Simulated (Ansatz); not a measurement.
# Relaxation of B16P16H

The calculation used DFT PBE, scalar-relativistic, plane waves, PAW (Ansatz). Settings: 420 eV cutoff, 2×2×2 k-mesh, shifted by half a step, Gaussian smearing of 0.01 eV, no spin polarisation.

What was changed: H interstitial, charge -1, atoms relaxed at the host's cell.

In a supercell of 33 atoms the defect feels its periodic images.

Spin polarisation was left out.

Command:

```bash
ansatz run input.yaml --threads 4 --pin off --max-ram 10240MiB --backend cpu --events-out ev --progress --plain --runs-dir out
```

Input:

```yaml
crystal:
  lattice:
    - [-4.5481927936, -4.5481927936, 4.5481927936]
    - [4.5481927936, 4.5481927936, 4.5481927936]
    - [-4.5481927936, 4.5481927936, -4.5481927936]
  atoms:
    - { symbol: B, position: [0.2564772043, 0.5007878886, 0.2573150889] }
    - { symbol: B, position: [0.4993981502, 0.5000060011, -0.0002739776] }
    - { symbol: B, position: [0.2514901414, 0.7531278712, -0.0014797143] }
    - { symbol: B, position: [0.7481413882, 0.5025217548, 0.7506678016] }
    - { symbol: B, position: [0.500865923, 0.7499925386, 0.7497091777] }
    - { symbol: B, position: [0.2508602088, 8.678e-07, 0.7497295651] }
    - { symbol: B, position: [0.0008478303, 0.5000128109, 0.4982869242] }
    - { symbol: B, position: [0.7508526801, 0.7499910313, 0.4997075764] }
    - { symbol: B, position: [0.5022685064, 0.0014364472, 0.5011569351] }
    - { symbol: B, position: [0.2508571356, 0.2500002873, 0.4997118174] }
    - { symbol: B, position: [0.0042743708, 0.7488208317, 0.2472966879] }
    - { symbol: B, position: [0.7508585833, -4.7417e-06, 0.2497235448] }
    - { symbol: B, position: [0.5008578073, 0.2499880715, 0.2497129554] }
    - { symbol: B, position: [0.0008396248, -0.0014824411, -0.0002709846] }
    - { symbol: B, position: [0.750347852, 0.2509486411, -0.0019478315] }
    - { symbol: B, position: [0.0048436626, 0.2475773019, 0.7467925697] }
    - { symbol: P, position: [-0.0017974844, 0.2475770028, 0.0018862966] }
    - { symbol: P, position: [0.2511884334, 0.2496710556, 0.7493883617] }
    - { symbol: P, position: [-0.0024708164, 0.5009521427, 0.7477745497] }
    - { symbol: P, position: [0.5002157864, 0.2496874959, 0.4990761373] }
    - { symbol: P, position: [0.2511652495, 0.4999961417, 0.5003701573] }
    - { symbol: P, position: [0.0008578978, 0.7503228299, 0.5003570328] }
    - { symbol: P, position: [0.7505450107, 0.2496820194, 0.2500483471] }
    - { symbol: P, position: [0.5014937886, 0.4999853339, 0.2500411955] }
    - { symbol: P, position: [0.2561804615, 0.7513821956, 0.2527143466] }
    - { symbol: P, position: [0.0008530367, 0.0006212122, 0.2500466867] }
    - { symbol: P, position: [0.7495234609, 0.4998328769, -0.0045678224] }
    - { symbol: P, position: [0.5014960826, 0.7503262467, -0.0002898628] }
    - { symbol: P, position: [0.2511715208, 0.0006338981, -0.0002780236] }
    - { symbol: P, position: [0.7505324226, 0.7502996839, 0.7493864383] }
    - { symbol: P, position: [0.5002048283, -0.0006572183, 0.7493910498] }
    - { symbol: P, position: [0.7505060339, -0.0006636213, 0.4990643155] }
    - { symbol: H, position: [0.0007476265, 0.4955767655, -0.0023807814] }
  host:
    lattice:
      - [0.0, 2.2740963968, 2.2740963968]
      - [2.2740963968, 0.0, 2.2740963968]
      - [2.2740963968, 2.2740963968, 0.0]
    atoms:
      - { symbol: B, position: [0.0, 0.0, 0.0] }
      - { symbol: P, position: [0.25, 0.25, 0.25] }
total_charge: -1
basis:
  ecutwfc: 420
  xc_grid: 2
kpoints:
  mp_grid: { grid: [2, 2, 2], shift: [0.5, 0.5, 0.5] }
hamiltonian:
  xc: pbe
scf:
  occupations: { method: gaussian, width: 0.01 }
output:
  forces: true
  stress: false
  eigenvalues: true
  charged_corrections:
    defect_position: [0.0, 0.5, 0.0]
    epsilon: [[9.2563, 0.0, 0.0], [0.0, 9.2563, 0.0], [0.0, 0.0, 9.2563]]
  write_density: true
  write_potential: true
  elf: true
  volumetric_format: npy
relax:
  adjacent_minimum: "off"
  f_tol: 0.025
  max_steps: 45
```

F is the free energy.

Steps:

```json
{"step": "1", "F − F(1) (eV)": "0.0000", "largest force component (eV/Å)": "1.383"}
{"step": "2", "F − F(1) (eV)": "-0.1766", "largest force component (eV/Å)": "0.423"}
{"step": "3", "F − F(1) (eV)": "-0.2088", "largest force component (eV/Å)": "0.045"}
{"step": "4", "F − F(1) (eV)": "-0.2094", "largest force component (eV/Å)": "0.001"}
```

Relaxed structure:

```xyz
33
Lattice="-4.5482 -4.5482 4.5482 4.5482 4.5482 4.5482 -4.5482 4.5482 -4.5482" Properties=species:S:1:pos:R:3 pbc="T T T"
B    -0.0347    2.2673    2.2806
B    -0.0075   -0.0108    4.5587
B     2.2706    2.2672    4.5859
B    -4.5205    2.2673    2.2806
B    -2.2776    4.5414    2.2807
B    -4.5517    2.2672   -2.2675
B    -0.0075    4.5454    0.0025
B    -2.2776    2.2672    4.5547
B    -4.5477   -0.0108    0.0026
B    -2.2776    2.2672    0.0065
B     2.2706    4.5724    2.2807
B    -4.5517   -2.2809    2.2807
B    -2.2776   -0.0068    2.2806
B     0.0005   -0.0029    0.0105
B    -2.2776   -2.2809    4.5236
B    -2.2776    4.5102   -2.2676
P     1.1556    1.1523    1.1657
P    -3.4188    3.3983   -1.1264
P    -1.1627    5.7005   -1.1526
P    -3.4086    1.1261    1.1394
P    -1.1466    3.4085    1.1394
P     1.1294    5.6844    1.1394
P    -3.4188   -1.1397    3.4117
P    -1.1465    1.1260    3.4219
P     1.1556    3.3822    3.3957
P    -1.1364    1.1362   -1.1263
P    -1.1626   -1.1660    5.7139
P     1.1294    1.1260    5.6978
P    -1.1364   -1.1397    1.1496
P    -3.4086    3.4085    3.4219
P    -5.6846    1.1260   -1.1365
P    -5.6846   -1.1499    1.1394
H     2.2706    2.2671    2.2808
```

The run converged. The run took 28 s on 4 threads of Arm Neoverse V1 (shared host), peak memory 0.97 GiB.